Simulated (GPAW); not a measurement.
The system is AlCu3.

```
Cu Al
1.0
     0.00000    2.88801    2.88801
     2.88801    0.00000    2.88801
     2.88801    2.88801    0.00000
Cu Al
3 1
Direct
  0.75000 0.75000 0.75000
  0.25000 0.25000 0.25000
  0.50000 0.50000 0.50000
  0.00000 0.00000 0.00000
```

The cell comes from a database or a generator and needn't be the stable form of this composition.

* Program: GPAW 26.7.0
* Task: relaxation of cell and atoms
* Functional: PBEsol
* Dispersion: D3(BJ)
* Potentials or basis: PAW data sets generated in the run's folder for this functional
* Cutoff: 600 eV
* Basis: pw
* k mesh: 8 × 8 × 8
* Occupations: fermi-dirac, width 0.05 eV
* Spin: no spin polarisation

At the start: pressure -5.9 GPa; volume 12.04 Å³/atom.

Q: Where does the relaxation end?

A: Over 4 steps the energy falls by 8.2 meV/atom and the volume is 11.59 Å³/atom (-3.7 %); space group Fm-3m (No. 225, to 0.05 Å).

The path:
| step | energy change (eV) | largest force (eV/Å) | pressure (GPa) | volume (Å³) |
| --- | --- | --- | --- | --- |
| 1 | 0.0000 | 0.0000 | -5.88 | 48.18 |
| 2 | -0.0076 | 0.0000 | -5.21 | 47.95 |
| 3 | -0.0325 | 0.0000 | 0.30 | 46.29 |
| 4 | -0.0326 | 0.0000 | -0.01 | 46.37 |

Final structure:
```yaml
crystal:
  lattice:
    - [0.00000, 2.85152, 2.85152]
    - [2.85152, 0.00000, 2.85152]
    - [2.85152, 2.85152, 0.00000]
  atoms:
    - { symbol: Cu, position: [0.75000, 0.75000, 0.75000] }
    - { symbol: Cu, position: [0.25000, 0.25000, 0.25000] }
    - { symbol: Cu, position: [0.50000, 0.50000, 0.50000] }
    - { symbol: Al, position: [0.00000, 0.00000, 0.00000] }
```

Caveat: with this Cu data set, volumes or pressures lay over 1.5 % or 2 GPa off other programs in two to four cells of ten; later steps reuse the first step's grids; pairwise dispersion overbinds metals, which lowers pressure and volume.
